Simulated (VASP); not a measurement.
TiO2 (Rutile):

```xyz
6
Lattice="4.5922 0.0000 0.0000 0.0000 4.5922 0.0000 0.0000 0.0000 2.9574" Properties=species:S:1:pos:R:3 pbc="T T T"
Ti    0.0000    0.0000    0.0000
Ti    2.2961    2.2961    1.4787
O     1.4004    1.4004    0.0000
O     0.8957    3.6965    1.4787
O     3.1918    3.1918    0.0000
O     3.6965    0.8957    1.4787
```

Program: VASP 6.6.1. Alike in all runs: task single point; no spin polarisation; cell as given; k mesh 5 × 5 × 8; cutoff (eV) 520; smearing fermi-dirac 0.02 eV.

Question: Order these runs on this cell by their pressure, lowest first.
A. level PBEsol; potentials or basis VASP PAW PBE potentials, release 64 (Ti_sv, O)
B. level PBE; potentials or basis VASP PAW PBE potentials, release 64 (Ti_sv, O)
C. level r2SCAN; potentials or basis VASP PAW PBE potentials, release 64 (Ti_sv, O)
D. level LDA; potentials or basis VASP PAW LDA potentials, release 64 (Ti_sv, O)

Answer: D (-6.8 GPa), A (-1.0 GPa), C (1.5 GPa), B (6.1 GPa).

Caveats: the PAW data sets were made with another functional, which shifts forces and pressure a little (some runs).
